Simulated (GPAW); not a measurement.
# free-standing triangular Re monolayer, spacing 2.74 A: a list in the functional

Aim: see how far moments and order energies of free-standing triangular Re monolayer, spacing 2.74 A move with the functional, and what each set costs.

Main program and level: GPAW 26.7.0; several functionals; plane waves with GPAW's PAW setups, scalar-relativistic.

### 1. Starting point

The cell holds 1 atom: 1 Re. Cell: a = 2.740 Å, b = 2.740 Å, c = 14.000 Å, α = 90.0°, β = 90.0°, γ = 120.0°. model lattice. Vacuum lies along c.

### 2. Set 1 (LDA), start ferro +

Each set takes another functional on the same cell and mesh.

order1.py reads:

```python
import json
import numpy as np
from ase import Atoms
from ase.parallel import paropen, parprint
from gpaw import GPAW

atoms = Atoms(['Re'],
    cell=[[2.74, 0.0, 0.0],
         [-1.37, 2.37291, 0.0],
         [0.0, 0.0, 14.0]],
    scaled_positions=[[0.0, 0.0, 0.5]],
    pbc=True,
    magmoms=[1.0])
atoms.calc = GPAW(mode={'name': 'pw', 'ecut': 550},
    xc='LDA',
    kpts={'size': (12, 12, 1), 'gamma': True},
    occupations={'name': 'fermi-dirac', 'width': 0.1},
    convergence={'density': 1e-05, 'energy': 1e-05},
    maxiter=200,
    txt='order1.txt')
e = atoms.get_potential_energy(force_consistent=True)
res = {'free_energy': e, 'energy_sigma0': atoms.get_potential_energy(), 'fermi_energy': atoms.calc.get_fermi_level()}
res['moments'] = atoms.get_magnetic_moments().tolist()
res['total'] = atoms.get_magnetic_moment()
parprint('site moments (muB):', np.round(res['moments'], 3))
parprint(f"total moment: {res['total']:.3f} muB")
parprint(f'free energy: {e:.6f} eV')
atoms.calc.write('order1.gpw')
with paropen('results.json', 'w') as f:
    json.dump(res, f)
```

The run is started by

```
$ OMP_NUM_THREADS=1 python3 order1.py > order1.log
```

Numbers of over 12 decimals in the logs are rounded to 6 here.

The program printed:

```text
site moments (muB): [0.]
total moment: 0.000 muB
free energy: -9.688049 eV

--- order1.txt ---
Input parameters:
  mode=PW(ecut=550),
  convergence={'density': 1e-05, 'energy': 1e-05},
  kpts=MonkhorstPack(size=(12, 12, 1), gamma=True),
  maxiter=200,
  occupations=Occupations(name='fermi-dirac', width=0.1),
  xc=XC(name='LDA')

Diagonalizing LCAO Hamiltonian
Converting LCAO to pw mode

       Re

Atoms  # Å, Bohr magnetons
|   | symbol |        x |        y |        z |    initial magnetic moments |
|---|--------|----------|----------|----------|-----------------------------|
| 0 |     Re | 0.000000 | 0.000000 | 7.000000 | ( 0.0000,  0.0000,  1.0000) |

Unit cell  # Å
| periodic |         x |        y |         z |   lengths |     angles |
|----------|-----------|----------|-----------|-----------|------------|
|      yes |  2.740000 | 0.000000 |  0.000000 |  2.740000 |  90.000000 |
|      yes | -1.370000 | 2.372910 |  0.000000 |  2.740000 |  90.000000 |
|      yes |  0.000000 | 0.000000 | 14.000000 | 14.000000 | 119.999996 |

Number of symmetries: 8

BZ-sampling:
  Number of BZ points: 144
  Number of IBZ points: 43

  Monkhorst-Pack size: [12, 12, 1]
  Monkhorst-Pack shift: [0.041667, 0.041667, 0.0]

Plane wave coefficients: 2692
Cutoff: 550.0 eV

Spin-components: 2 (collinear spins)
Bands:           12
Projectors:      6
Spin-degeneracy: 1
Datatype:        complex128

Parallelization:
  kpt:    1
  domain: 1
  band:   1

Density:
  Valence electrons: 13.0
  Components: 2
  Grid points: [15 15 80]
  Charge: 0.0  # |e|

Potential:
  Grid points: [15 15 80]

[... setups left out ...]
Reference energy: -453426.430519  # eV

eigensolver:
  PPCG
  Converge bands: occupied
  niter=2

density mixing:
  MSR1-Mixer
  Pratt-step length: 0.05
  Maximum mixing coefficient: 0.75
  Old densities: 10
  SVD Regularization: 0.005
  Good broyden scale: 1.0
  Trust region scale: 1.0
  Backstep threshold: 4.0
  History deletion threshold: 6.0
  Fourier metric: weight=20.0, sigma=0.015

occupation numbers:
  Fermi-Dirac:
    width: 0.1000  # eV

poisson solver:
  ecut: 4400.0  # eV

xc functional:
  name: None

convergence criteria:
- Maximum integral of absolute [dens]ity change: 1e-05 electrons / valence electron
- Maximum [total energy] change in last 3 cyles: 1e-05 eV / valence electron
- Maximum integral of absolute [eigenst]ate change: 4e-08 eV^2 / valence electron
maximum number of iterations: 200

SCF iterations
|iter     |      energy | eigst |  dens |  magmom |
|---------|-------------|-------|-------|---------|
|iter:   1|       0s |   -9.996020 | +0.29 |       |  +1.0009|
|iter:   2|       3s |   -9.939600 | -1.19 | -0.88 |  +0.9686|
|iter:   3|       5s |   -9.650939 | -1.00 | -0.91 |  +0.5258|
|iter:   4|       7s |   -9.637843 | -2.00 | -1.47 |  +0.4926|
|iter:   5|      10s |   -9.641577 | -2.86 | -1.73 |  +0.4071|
|iter:   6|      12s |   -9.644808 | -3.28 | -1.91 |  +0.2717|
|iter:   7|      15s |   -9.647147 | -3.83 | -2.21 |  +0.1740|
|iter:   8|      17s |   -9.648129 | -4.02 | -2.41 |  +0.0975|
|iter:   9|      19s |   -9.648827 | -4.33 | -2.65 |  +0.0298|
|iter:  10|      22s |   -9.649059 | -4.62 | -2.88 |  -0.0048|
|iter:  11|      24s |   -9.649050 | -5.89 | -3.49 |  -0.0002|
|iter:  12|      27s |   -9.649040c| -6.48 | -3.92 |  -0.0001|
|iter:  13|      29s |   -9.649041c| -7.10 | -5.12c|  +0.0000|
|iter:  14|      31s |   -9.649041c| -7.54c| -5.39c|  +0.0000|

Converged in 14 steps
Energy contributions relative to reference atoms: (reference = -453426.430519)

Energy contributions:
  Kinetic:         -17.277864
  Coulomb:          13.258615
  Zero:              0.027403
  External:          0.000000
  Xc:               -5.618186
  Entropy:          -0.078017
  Spinorbit:         0.000000
  ----------------------------
  Free energy:      -9.688049
  Extrapolated:     -9.649041

dipole moment: (-4.731743, -8.195620, -0.000001)  # |e|*Ang

Total magnetic moment: (0.000000, 0.000000, 0.000002)

Local magnetic moments
|        x |        y |        z |
|----------|----------|----------|
| 0.000000 | 0.000000 | 0.000005 |  # Re   0

Fermi level: -2.595
Eigenvalues  # (at kpt = [-0.000, -0.000, 0.000])
| band index |      eig [eV] | occ [0-1] |      eig [eV] | occ [0-1] |
|------------|---------------|-----------|---------------|-----------|
|          0 |       -44.669 |     1.000 |       -44.669 |     1.000 |
|          1 |       -43.922 |     1.000 |       -43.922 |     1.000 |
|          2 |       -43.922 |     1.000 |       -43.922 |     1.000 |
|          3 |        -9.388 |     1.000 |        -9.388 |     1.000 |
|          4 |        -4.419 |     1.000 |        -4.419 |     1.000 |
|          5 |        -3.480 |     1.000 |        -3.480 |     1.000 |
|          6 |        -3.480 |     1.000 |        -3.480 |     1.000 |
|          7 |        -1.774 |     0.000 |        -1.774 |     0.000 |
|          8 |        -0.412 |     0.000 |        -0.412 |     0.000 |
|          9 |        -0.412 |     0.000 |        -0.412 |     0.000 |
|         10 |         2.884 |     0.000 |         2.884 |     0.000 |
|         11 |         3.774 |     0.000 |         3.774 |     0.000 |

No gap
No difference between direct/indirect transitions
```

It took 35 s on 1 MPI rank of Arm Neoverse V2, shared host; peak memory 0.22 GiB.

Numbers from this step:

```
final state : non-magnetic
```

After 14 cycles the seed has died away: no moment is left.

### 3. Set 1 (LDA), start antiferro q=(0,1/2,0) +-

The second start gives the energy difference between the two end states, the quantity that is followed from set to set. Its q is in fractions of the reciprocal vectors of the first run's cell.

order2.py is the script of step 2 with these lines changed:

```diff
@@ -6,12 +6,13 @@
 
-atoms = Atoms(['Re'],
+atoms = Atoms(['Re', 'Re'],
     cell=[[2.74, 0.0, 0.0],
-         [-1.37, 2.37291, 0.0],
+         [-2.74, 4.74582, 0.0],
          [0.0, 0.0, 14.0]],
-    scaled_positions=[[0.0, 0.0, 0.5]],
+    scaled_positions=[[0.0, 0.0, 0.5],
+         [0.0, 0.5, 0.5]],
     pbc=True,
-    magmoms=[1.0])
+    magmoms=[1.0, -1.0])
 atoms.calc = GPAW(mode={'name': 'pw', 'ecut': 550},
     xc='LDA',
-    kpts={'size': (12, 12, 1), 'gamma': True},
+    kpts={'size': (12, 6, 1), 'gamma': True},
     occupations={'name': 'fermi-dirac', 'width': 0.1},
@@ -19,3 +20,3 @@
     maxiter=200,
-    txt='order1.txt')
+    txt='order2.txt')
 e = atoms.get_potential_energy(force_consistent=True)
@@ -27,3 +28,3 @@
 parprint(f'free energy: {e:.6f} eV')
-atoms.calc.write('order1.gpw')
+atoms.calc.write('order2.gpw')
 with paropen('results.json', 'w') as f:
```

The run is started by

```
$ OMP_NUM_THREADS=1 python3 order2.py > order2.log
```

The program printed:

```text
site moments (muB): [ 0.44 -0.44]
total moment: -0.000 muB
free energy: -19.376821 eV

--- order2.txt ---
Input parameters:
  mode=PW(ecut=550),
  convergence={'density': 1e-05, 'energy': 1e-05},
  kpts=MonkhorstPack(size=(12, 6, 1), gamma=True),
  maxiter=200,
  occupations=Occupations(name='fermi-dirac', width=0.1),
  xc=XC(name='LDA')

Diagonalizing LCAO Hamiltonian
Converting LCAO to pw mode

         Re
          Re

Atoms  # Å, Bohr magnetons
|   | symbol |         x |        y |        z |    initial magnetic moments |
|---|--------|-----------|----------|----------|-----------------------------|
| 0 |     Re |  0.000000 | 0.000000 | 7.000000 | ( 0.0000,  0.0000,  1.0000) |
| 1 |     Re | -1.370000 | 2.372910 | 7.000000 | ( 0.0000,  0.0000, -1.0000) |

Number of symmetries: 4

BZ-sampling:
  Number of BZ points: 72
  Number of IBZ points: 38

  Monkhorst-Pack size: [12, 6, 1]
  Monkhorst-Pack shift: [0.041667, 0.083333, 0.0]

Plane wave coefficients: 5384
Cutoff: 550.0 eV

Spin-components: 2 (collinear spins)
Bands:           20
Projectors:      12
Spin-degeneracy: 1
Datatype:        complex128

Parallelization:
  kpt:    1
  domain: 1
  band:   1

Density:
  Valence electrons: 26.0
  Components: 2
  Grid points: [15 30 80]
  Charge: 0.0  # |e|

Potential:
  Grid points: [15 30 80]

[... setups left out ...]
Reference energy: -906852.861038  # eV

convergence criteria:
- Maximum integral of absolute [dens]ity change: 1e-05 electrons / valence electron
- Maximum [total energy] change in last 3 cyles: 1e-05 eV / valence electron
[...]
|iter:  16|     130s |  -19.300823 | -5.70 | -4.01 |  -0.0000|
|iter:  17|     139s |  -19.301033 | -5.68 | -4.19 |  -0.0000|
|iter:  18|     148s |  -19.301068c| -6.68 | -4.84 |  -0.0000|
|iter:  19|     157s |  -19.301085c| -7.48c| -5.31c|  -0.0000|

Converged in 19 steps
Energy contributions relative to reference atoms: (reference = -906852.861038)

Energy contributions:
  Kinetic:         -33.303641
  Coulomb:          25.502082
  Zero:              0.051541
  External:          0.000000
  Xc:              -11.475332
  Entropy:          -0.151471
  Spinorbit:         0.000000
  ----------------------------
  Free energy:     -19.376821
  Extrapolated:    -19.301085

dipole moment: (-9.462549, -16.389621, -0.000003)  # |e|*Ang

Total magnetic moment: (0.000000, 0.000000, -0.000003)

Local magnetic moments
|        x |        y |         z |
|----------|----------|-----------|
| 0.000000 | 0.000000 |  0.440442 |  # Re   0
| 0.000000 | 0.000000 | -0.440444 |  # Re   1

Fermi level: -2.578
Eigenvalues  # (at kpt = [-0.000, 0.000, 0.000])
| band index |      eig [eV] | occ [0-1] |      eig [eV] | occ [0-1] |
|------------|---------------|-----------|---------------|-----------|
|          0 |       -44.826 |     1.000 |       -44.826 |     1.000 |
|        ... |               |           |               |           |
|          4 |       -43.882 |     1.000 |       -43.882 |     1.000 |
|          5 |       -43.856 |     1.000 |       -43.856 |     1.000 |
|          6 |        -9.371 |     1.000 |        -9.371 |     1.000 |
|          7 |        -7.334 |     1.000 |        -7.334 |     1.000 |
[...]
|         16 |        -0.356 |     0.000 |        -0.356 |     0.000 |
|         17 |         0.190 |     0.000 |         0.190 |     0.000 |
|         18 |         1.908 |     0.000 |         1.908 |     0.000 |
|         19 |         3.552 |     0.000 |         3.774 |     0.000 |

No gap
No difference between direct/indirect transitions
```

The job ended after 2.8 min (1 MPI rank; peak memory 0.37 GiB).

Read from the output:

* magnetization: 0 μB
* final state: antiferromagnetic
* largest moment: 0.4404 μB

This start lies -0.4 meV a seeded atom from the first; its largest moment is 0.440 μB.

### 4. Set 2 (PBEsol), start ferro +

order1.py is the script of step 2 with these lines changed:

```diff
@@ -14,3 +14,3 @@
 atoms.calc = GPAW(mode={'name': 'pw', 'ecut': 550},
-    xc='LDA',
+    xc='PBEsol',
     kpts={'size': (12, 12, 1), 'gamma': True},
```

The run is started by

```
$ OMP_NUM_THREADS=1 python3 order1.py > order1.log
```

The program printed:

```text
FileNotFoundError: Could not find required PAW dataset file "Re.PBEsol".
You need to set the GPAW_SETUP_PATH environment variable to point to
the directories where PAW dataset and basis files are stored.  See

--- order1.txt ---
Input parameters:
  mode=PW(ecut=550),
  convergence={'density': 1e-05, 'energy': 1e-05},
  kpts=MonkhorstPack(size=(12, 12, 1), gamma=True),
  maxiter=200,
  occupations=Occupations(name='fermi-dirac', width=0.1),
  xc=XC(name='PBEsol')
```

Run time: 1.2 s. Hardware: 1 MPI rank; peak memory 0.1 GiB.

The program refused the input before any cycle.

The program's message: “FileNotFoundError: Could not find required PAW dataset file "Re.PBEsol".”

### 5. Set 2 (PBEsol), start antiferro q=(0,1/2,0) +-

order2.py is the script of step 3 with these lines changed:

```diff
@@ -15,3 +15,3 @@
 atoms.calc = GPAW(mode={'name': 'pw', 'ecut': 550},
-    xc='LDA',
+    xc='PBEsol',
     kpts={'size': (12, 6, 1), 'gamma': True},
```

The run is started by

```
$ OMP_NUM_THREADS=1 python3 order2.py > order2.log
```

The program printed:

```text
FileNotFoundError: Could not find required PAW dataset file "Re.PBEsol".
You need to set the GPAW_SETUP_PATH environment variable to point to
the directories where PAW dataset and basis files are stored.  See

--- order2.txt ---
Input parameters:
  mode=PW(ecut=550),
  convergence={'density': 1e-05, 'energy': 1e-05},
  kpts=MonkhorstPack(size=(12, 6, 1), gamma=True),
  maxiter=200,
  occupations=Occupations(name='fermi-dirac', width=0.1),
  xc=XC(name='PBEsol')
```

It took 1.2 s on 1 MPI rank; peak memory 0.1 GiB.

The program refused the input before any cycle.

The program's message: “FileNotFoundError: Could not find required PAW dataset file "Re.PBEsol".”

### 6. Set 3 (PBE), start ferro +

order1.py is the script of step 4 with these lines changed:

```diff
@@ -14,3 +14,3 @@
 atoms.calc = GPAW(mode={'name': 'pw', 'ecut': 550},
-    xc='PBEsol',
+    xc='PBE',
     kpts={'size': (12, 12, 1), 'gamma': True},
```

The run is started by

```
$ OMP_NUM_THREADS=1 python3 order1.py > order1.log
```

The program printed:

```text
site moments (muB): [0.627]
total moment: 0.822 muB
free energy: -8.812150 eV

--- order1.txt ---
Input parameters:
  mode=PW(ecut=550),
  convergence={'density': 1e-05, 'energy': 1e-05},
  kpts=MonkhorstPack(size=(12, 12, 1), gamma=True),
  maxiter=200,
  occupations=Occupations(name='fermi-dirac', width=0.1),
  xc=XC(name='PBE')

Diagonalizing LCAO Hamiltonian
Converting LCAO to pw mode

       Re

[...]
|          3 |        -9.147 |     1.000 |        -8.971 |     1.000 |
|          4 |        -4.540 |     1.000 |        -3.397 |     1.000 |
[...]
|          8 |        -0.200 |     0.000 |         0.230 |     0.000 |
|          9 |        -0.200 |     0.000 |         0.230 |     0.000 |
|         10 |         2.867 |     0.000 |         2.969 |     0.000 |
|         11 |         3.738 |     0.000 |         3.805 |     0.000 |

No gap
No difference between direct/indirect transitions


[key lines of the parts left out:]
Free energy:      -8.812150
Converged in 20 steps
dipole moment: (-4.718212, -8.172184, -0.000001)  # |e|*Ang
Fermi level: -2.295
```

Run time: 53 s. Hardware: 1 MPI rank; peak memory 0.23 GiB.

Read from the output:

| Property | Result |
| --- | --- |
| magnetization | 0.8217 μB |
| final state | ferromagnetic |
| largest moment | 0.6265 μB |

The largest moment moves by +0.63 μB from set 1, at 1.5 times its CPU time.

### 7. Set 3 (PBE), start antiferro q=(0,1/2,0) +-

order2.py is the script of step 5 with these lines changed:

```diff
@@ -15,3 +15,3 @@
 atoms.calc = GPAW(mode={'name': 'pw', 'ecut': 550},
-    xc='PBEsol',
+    xc='PBE',
     kpts={'size': (12, 6, 1), 'gamma': True},
```

The run is started by

```
$ OMP_NUM_THREADS=1 python3 order2.py > order2.log
```

The program printed:

```text
site moments (muB): [ 1.043 -1.043]
total moment: 0.000 muB
free energy: -17.760277 eV

--- order2.txt ---
Input parameters:
  mode=PW(ecut=550),
  convergence={'density': 1e-05, 'energy': 1e-05},
  kpts=MonkhorstPack(size=(12, 6, 1), gamma=True),
  maxiter=200,
  occupations=Occupations(name='fermi-dirac', width=0.1),
  xc=XC(name='PBE')

Diagonalizing LCAO Hamiltonian
Converting LCAO to pw mode

         Re
[...]
|          6 |        -8.846 |     1.000 |        -8.846 |     1.000 |
|          7 |        -6.790 |     1.000 |        -6.790 |     1.000 |
[...]
|         16 |         0.293 |     0.000 |         0.293 |     0.000 |
|         17 |         0.617 |     0.000 |         0.617 |     0.000 |
|         18 |         2.491 |     0.000 |         2.491 |     0.000 |
|         19 |         2.891 |     0.000 |         2.891 |     0.000 |

No gap
No difference between direct/indirect transitions


[key lines of the parts left out:]
Free energy:     -17.760277
Converged in 17 steps
dipole moment: (-9.437099, -16.345537, -0.000003)  # |e|*Ang
Fermi level: -1.998
```

Elapsed: 2.6 min, on 1 MPI rank; peak memory 0.38 GiB.

Read from the output:

* magnetization: 0 μB
* final state: antiferromagnetic
* largest moment: 1.043 μB

This start lies -68.0 meV a seeded atom from the first, a change of -67.6 meV since set 1; its largest moment is 1.04 μB.

### 8. Set 4 (RPBE), start ferro +

order1.py is the script of step 6 with these lines changed:

```diff
@@ -14,3 +14,3 @@
 atoms.calc = GPAW(mode={'name': 'pw', 'ecut': 550},
-    xc='PBE',
+    xc='RPBE',
     kpts={'size': (12, 12, 1), 'gamma': True},
```

The run is started by

```
$ OMP_NUM_THREADS=1 python3 order1.py > order1.log
```

The program printed:

```text
site moments (muB): [0.737]
total moment: 0.971 muB
free energy: -8.417483 eV

--- order1.txt ---
Input parameters:
  mode=PW(ecut=550),
  convergence={'density': 1e-05, 'energy': 1e-05},
  kpts=MonkhorstPack(size=(12, 12, 1), gamma=True),
  maxiter=200,
  occupations=Occupations(name='fermi-dirac', width=0.1),
  xc=XC(name='RPBE')

Diagonalizing LCAO Hamiltonian
Converting LCAO to pw mode

       Re

[...]
|          3 |        -9.011 |     1.000 |        -8.792 |     1.000 |
|          4 |        -4.494 |     1.000 |        -3.042 |     1.000 |
[...]
|          8 |        -0.079 |     0.000 |         0.443 |     0.000 |
|          9 |        -0.079 |     0.000 |         0.443 |     0.000 |
|         10 |         2.783 |     0.000 |         2.904 |     0.000 |
|         11 |         3.621 |     0.000 |         3.710 |     0.000 |

No gap
No difference between direct/indirect transitions


[key lines of the parts left out:]
Free energy:      -8.417483
Converged in 18 steps
dipole moment: (-4.709405, -8.156930, -0.000001)  # |e|*Ang
Fermi level: -2.146
```

Elapsed: 46 s, on 1 MPI rank; peak memory 0.23 GiB.

Numbers from this step:

```yaml
magnetization: 0.9709 μB
final_state: ferromagnetic
largest_moment: 0.7369 μB
```

The largest moment moves by +0.11 μB from set 3, at 0.87 times its CPU time.

(Part 1 of 2 ends here.)

[Logs and program files are shortened in this print: banners, set-up blocks, solver, clock and traceback lines can be left out without a mark of their own.]

[Logs are printed without paths, hosts, clocks, repeated set-up lines and the standing remarks that a program may print on its own settings, such as how far it seeks lower states.]

[Hosts, paths, dates, database ids (printed as entryN), source tags and the programs' standing remarks are cut or masked in the printed files.]

[Where a cell is said to come from a database of computed structures, the database is the Materials Project.]
